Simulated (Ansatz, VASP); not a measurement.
# Two plane-wave programs on Ir

The input POSCAR:

```
Ir
1.0
    3.4412818680      0.0000000000      0.0000000000
   -1.7206409340      2.9802375193      0.0000000000
    0.0000000000      0.0000000000      5.6781150822
Ir
4
Direct
    0.3333333333      0.6666666667      0.4375000000
    0.6666666667      0.3333333333      0.9375000000
    0.6666666667      0.3333333333      0.5625000000
    0.3333333333      0.6666666667      0.0625000000
```

The input INCAR.step1:

```
PREC = Accurate ; ENCUT = 600
ISMEAR = 0 ; SIGMA = 0.1
LREAL = False ; LASPH = True
NELM = 100 ; GGA = PE
ALGO = Normal ; EDIFF = 1E-4
LWAVE = True ; LCHARG = False
```

INCAR.step2

```
PREC = Accurate ; ENCUT = 600
EDIFF = 1E-7 ; ISMEAR = 0
SIGMA = 0.1 ; LREAL = False
LASPH = True ; NELM = 100
ALGO = Normal ; ISIF = 3
LWAVE = False ; LCHARG = False
METAGGA = R2SCAN ; LMIXTAU = True
IBRION = 2 ; NSW = 90
EDIFFG = -0.04 ; ISTART = 1
```

KPOINTS

```
Automatic mesh
0
Gamma
  6 6 4
```

Input for Ansatz:

```yaml
crystal:
  lattice:
    - [3.441281868, 0.0, 0.0]
    - [-1.720640934, 2.9802375193, 0.0]
    - [0.0, 0.0, 5.6781150822]
  atoms:
    - { symbol: Ir, position: [0.3333333333, 0.6666666667, 0.4375] }
    - { symbol: Ir, position: [0.6666666667, 0.3333333333, 0.9375] }
    - { symbol: Ir, position: [0.6666666667, 0.3333333333, 0.5625] }
    - { symbol: Ir, position: [0.3333333333, 0.6666666667, 0.0625] }
basis:
  ecutwfc: 500
kpoints:
  mp_grid: { grid: [6, 6, 4] }
hamiltonian:
  xc: r2scan
scf:
  occupations: { method: gaussian, width: 0.1 }
  lower_state_search: "off"
output:
  forces: true
  stress: true
  eigenvalues: true
relax:
  adjacent_minimum: "off"
  f_tol: 0.04
  max_steps: 70
  cell: { stress_tol: 0.4 }
```

Alike in both runs: task relaxation of cell and atoms; functional r2SCAN; k mesh 6 × 6 × 4; occupations gaussian, width 0.1 eV; no spin polarisation.

|  | VASP | Ansatz |
| --- | --- | --- |
| version | VASP 6.6.1 | Ansatz 0.2.0 |
| potentials or method | VASP PAW PBE potentials, release 64 (Ir) | scalar-relativistic, plane waves, PAW |
| plane-wave cutoff (eV) | 600 | 500 |
| valence electrons in the cell | 36 | 68 |

VASP gave:

```
gap on the k mesh at the Fermi level, each at its own relaxed structure (eV) : none
relaxed volume (Å³/atom)                                                     : 21.23
relaxed cell length with the largest relative difference (Å)                 : 6.304
energy change over the relaxation (meV/atom)                                 : -2556
```

Q: What did Ansatz give for the same quantities?

A: gap on the k mesh at the Fermi level, each at its own relaxed structure (eV): none; relaxed volume (Å³/atom): 21.20; relaxed cell length with the largest relative difference (Å): 6.295; energy change over the relaxation (meV/atom): -2674.

A gap of «none» marks a metal or a gap that the smearing closes. The two sets of potentials don't hold the same shells in valence.

Caveats: the volume moved by over 15 % at a fixed basis, so the end points are rough; the PAW data sets were made with another functional, which shifts forces and pressure a little (VASP). Spin-orbit coupling is left out, which matters for the levels of Ir.
